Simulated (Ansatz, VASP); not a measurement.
# Two plane-wave programs on TiTe2

INCAR

```
PREC     = Accurate       # precision mode
ENCUT    = 520            # plane-wave cutoff, eV
EDIFF    = 1E-6           # SCF threshold, eV
ISMEAR   = 0              # smearing method
SIGMA    = 0.02           # smearing width, eV
LREAL    = False          # projectors in reciprocal space
LASPH    = True           # aspherical terms in the spheres
NELM     = 80             # most SCF steps
ALGO     = Normal         # electronic algorithm
ISIF     = 2              # what is computed and relaxed
LWAVE    = False          # write WAVECAR
LCHARG   = True           # write CHGCAR
GGA      = PE             # functional
LORBIT   = 10             # projections on sites
LELF     = True           # ELF
LVHAR    = True
```

KPOINTS

```
regular mesh
0
Gamma
  8 8 4
```

POSCAR

```
TiTe2
1.0
    3.7770000000      0.0000000000      0.0000000000
   -1.8885000000      3.2709779501      0.0000000000
    0.0000000000      0.0000000000      6.4980000000
Te Ti
2 1
Direct
    0.3333333333      0.6666666667      0.7372000000
    0.6666666667      0.3333333333      0.2628000000
    0.0000000000      0.0000000000      0.0000000000
```

File input.yaml:

```yaml
crystal:
  lattice:
    - [3.777, 0.0, 0.0]
    - [-1.8885, 3.2709779501, 0.0]
    - [0.0, 0.0, 6.498]
  atoms:
    - { symbol: Te, position: [0.3333333333, 0.6666666667, 0.7372] }
    - { symbol: Te, position: [0.6666666667, 0.3333333333, 0.2628] }
    - { symbol: Ti, position: [0.0, 0.0, 0.0] }
hamiltonian:
  xc: pbe
  pseudopotentials: { kind: paw }
kpoints:
  mp_grid: { grid: [8, 8, 4] }
scf:
  occupations: { method: gaussian, width: 0.02 }
output:
  forces: true
  stress: true
  eigenvalues: true
  write_density: true
  write_potential: true
  elf: true
  volumetric_format: npy
```

Alike in both runs: functional PBE; k mesh 8 × 8 × 4; occupations gaussian, width 0.02 eV; no spin polarisation.

|  | VASP | Ansatz |
| --- | --- | --- |
| version | VASP 6.6.1 | Ansatz 0.2.0 |
| potentials or method | VASP PAW PBE potentials, release 64 (Te, Ti_sv) | Ansatz PAW |
| plane-wave cutoff (eV) | 520 | 420 |
| valence electrons in the cell | 24 | 44 |
| task | atomic charges | single point |

Ansatz gave:

* gap on the k mesh at the Fermi level (eV): none
* pressure (GPa): 0.9
* largest component of the traceless stress (GPa): 0.37
* rms of the force components (eV/Å): 0.005

Estimate VASP's values.

gap on the k mesh at the Fermi level (eV): none; pressure (GPa): 0.9; largest component of the traceless stress (GPa): 0.37; rms of the force components (eV/Å): 0.009.

Atom by atom the forces differ by 0.004 eV/Å (rms over components). A gap of «none» marks a metal or a gap that the smearing closes. The two sets of potentials don't hold the same shells in valence.

Caveats: this functional lacks dispersion, which binds the layers, so the pressure and a relaxed spacing across them are unreliable. The runs have no spin-orbit coupling, so splittings on Te are missing.
